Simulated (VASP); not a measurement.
## MgO: G0W0 quasiparticle levels with PBE

MgO:

```
CELL_PARAMETERS angstrom
0.00000 2.30616 2.30616
2.30616 0.00000 2.30616
2.30616 2.30616 0.00000
ATOMIC_POSITIONS crystal
Mg 0.50000 0.50000 0.50000
O 0.75000 0.75000 0.75000
```

The cell was built by a generator and needn't be a form met in nature.

- Program: VASP 6.6.1
- Task: G0W0 quasiparticle levels
- Functional: PBE
- Potentials or basis: VASP PAW PBE potentials, release 64 (Mg_GW, O_GW)
- Cutoff: 450 eV
- k mesh: 6 × 6 × 6
- Occupations: gaussian, width 0.01 eV
- Spin: no spin polarisation
- Cutoff of the response function: 150
- Frequency points: 48
- Empty bands: 102
- GW scheme: G0W0
- GW iterations: 1
- Further INCAR settings: ALGO = EVGW0; EDIFF = 1e-08; NBANDS = 106

```yaml
Band_gap_on_the_k_mesh_mean-field_level: 3.46 eV, direct
Quasiparticle_gap: 5.59 eV
Least_direct_quasiparticle_gap: 5.59 eV
```

Levels at points of the mesh, in eV from the valence-band top:
```
           k point  band 2  band 3  band 4  band 5  band 6  band 7
(0.00, 0.00, 0.00)    0.00    0.00    0.00    3.46   16.43   16.43
(0.50, 0.00, 0.00)   -2.96   -0.18   -0.18    8.56    9.45   14.37
(0.50, 0.50, 0.00)   -2.44   -0.72   -0.72    6.18   11.39   13.65
```

It took 4.8 min on 1 thread of Intel(R) Xeon(R) Platinum 8175M CPU @ 2.50GHz (Skylake/Cascade Lake), on a shared host, peak memory 0.42 GiB.

Caveat: bands, screening cutoff and mesh are small and nothing is extrapolated, so the quasiparticle values aren't converged.
